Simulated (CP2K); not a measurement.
## ZnSe (Stilleite) in CP2K: the effect of pseudo set

Crystal: ZnSe (Stilleite).

```xyz
2
Lattice="4.0076 0.0000 0.0000 2.0038 3.4707 0.0000 2.0038 1.1569 3.2722" Properties=species:S:1:pos:R:3 pbc="T T T"
Se    6.0114    3.4707    2.4541
Zn    0.0000    0.0000    0.0000
```

Alike in all runs:

- Program: CP2K 2026.2
- Task: single point
- Functional: PBE
- Density cutoff: 6123 eV
- k mesh: 8 × 8 × 8
- Occupations: fermi-dirac, width 0.05 eV
- Spin: no spin polarisation

Problem. One run gave: gap on the mesh 1.53 eV; pressure 3.8 GPa. Which pseudo set did it use?
A. PBE
B. PBE0
C. PADE
D. BLYP
E. SCAN

Solution. B.

```csv
pseudo set,gap on the mesh (eV),pressure (GPa)
PBE,1.30,2.8
PADE,1.37,1.4
BLYP,1.22,2.3
SCAN,1.51,2.7
PBE0,1.53,3.8
```

Caveats: the basis of atomic orbitals isn't converged, which shifts pressures, moduli and gaps; the potentials were made for another functional, which shifts forces and pressure (some runs).

